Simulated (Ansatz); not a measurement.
## SrO in Ansatz: the effect of functional

The system is SrO.

```xyz
4
Lattice="3.6000 0.0000 0.0000 -1.8000 3.1177 0.0000 0.0000 0.0000 6.2991" Properties=species:S:1:pos:R:3 pbc="T T T"
Sr    1.8000    1.0392    4.7243
Sr    0.0000    2.0785    1.5748
O     0.0000    0.0000    3.1496
O     0.0000    0.0000    0.0000
```

Measurements of this composition are mostly on another form, of space group No. 225.

The cell isn't the ideal one: volume scaled by 1.04.

Alike in all runs:

- Program: Ansatz 0.2.0
- Task: single point
- Potentials or basis: Ansatz PAW
- k mesh: 9 × 9 × 5
- Occupations: fermi-dirac, width 0.05 eV
- Spin: no spin polarisation

| functional | cutoff | gap on the mesh (eV) | pressure (GPa) |
| --- | --- | --- | --- |
| LDA | 420 eV (not typed: the program's choice for these potentials) | ? | ? |
| PBEsol | 420 eV (not typed: the program's choice for these potentials) | 2.72 | -5.3 |
| r2SCAN | 500 eV (not typed: the program's choice for these potentials) | 3.43 | -3.6 |

What does the run with functional LDA give?

gap on the mesh 2.65 eV; pressure -8.3 GPa.

Caveats: odd divisions of the mesh miss points on the zone boundary, where band edges often lie, so the gap on the mesh can be too wide; the PAW data sets come from PBE, with cores solved anew for the run's functional, which leaves a small shift of forces and pressure.

A k mesh can miss the band edges.

Runs at the PBE level aren't shown here.
